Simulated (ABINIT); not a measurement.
Planning a run of ABINIT 10.8.3 on LiF (Griceite). The input:

```
acell 3*1.0 Angstrom
rprim 
  -0.000000000000 2.014000000000 2.014000000000
  2.014000000000 -0.000000000000 2.014000000000
  2.014000000000 2.014000000000 -0.000000000000
ntypat 2
znucl 3 9
natom 2
typat 1 2
xred 
  0.000000000000 0.000000000000 0.000000000000
  0.500000000000 0.500000000000 0.500000000000
pp_dirpath "pseudos"
pseudos "Li.upf, F.upf"
ecut 36
ngkpt 6 6 6
nshiftk 1
shiftk 0 0 0
kptopt 1
chksymbreak 0
istwfk *1
occopt 1
irdwfk 1
optdriver 4
nband 80
gwcalctyp 28
ecutsigx 36
symsigma 0
nkptgw 16
kptgw 
  0.0000000000 0.0000000000 0.0000000000
  0.1666666667 0.0000000000 0.0000000000
  0.3333333333 0.0000000000 0.0000000000
  0.5000000000 0.0000000000 0.0000000000
  0.1666666667 0.1666666667 0.0000000000
  0.3333333333 0.1666666667 0.0000000000
  0.5000000000 0.1666666667 0.0000000000
  -0.3333333333 0.1666666667 0.0000000000
  -0.1666666667 0.1666666667 0.0000000000
  0.3333333333 0.3333333333 0.0000000000
  0.5000000000 0.3333333333 0.0000000000
  -0.3333333333 0.3333333333 0.0000000000
  0.5000000000 0.5000000000 0.0000000000
  0.5000000000 0.3333333333 0.1666666667
  -0.3333333333 0.3333333333 0.1666666667
  -0.3333333333 0.5000000000 0.1666666667
bdgw 
  1 12
  1 12
  1 12
  1 12
  1 12
  1 12
  1 12
  1 12
  1 12
  1 12
  1 12
  1 12
  1 12
  1 12
  1 12
  1 12
ecuteps 8
irdscr 1
ppmodel 1
irdqps 1
rhoqpmix 0.3
indata_prefix "in"
outdata_prefix "out"
tmpdata_prefix "tmp"
```

```sh
OMP_NUM_THREADS=1 mpirun -n 4 abinit run.abi > log
```

Question: How long will it take on 4 MPI ranks of Intel Xeon Platinum 8175M at 2.50GHz (Skylake/Cascade Lake), shared host, and how much memory?

It took 11 min; on shared hardware allow 5.5 min to 22 min. Peak host memory was 0.82 GiB.

[Paths, hosts, dates, memory and timing lines, banners, echoed tables and standing remarks are left out of the program output.]

[Logs are printed without paths, hosts, clocks, repeated set-up lines and the standing remarks that a program may print on its own settings, such as how far it seeks lower states.]

[Runs of the session that timed out or met a known fault of the program may be left out.]

[Hosts, paths, dates, database ids (printed as entryN), source tags and the programs' standing remarks are cut or masked in the printed files.]

[G0W0 gaps are taken among the corrected bands and points alone; a level outside them can change the order at an edge.]

[Where Ansatz stands beside ABINIT at settings called matched, ABINIT's density can come from a denser mesh and the files from another edition; pairs whose starting gaps differed by over 0.03 eV were left out, so agreement reads better than it is.]
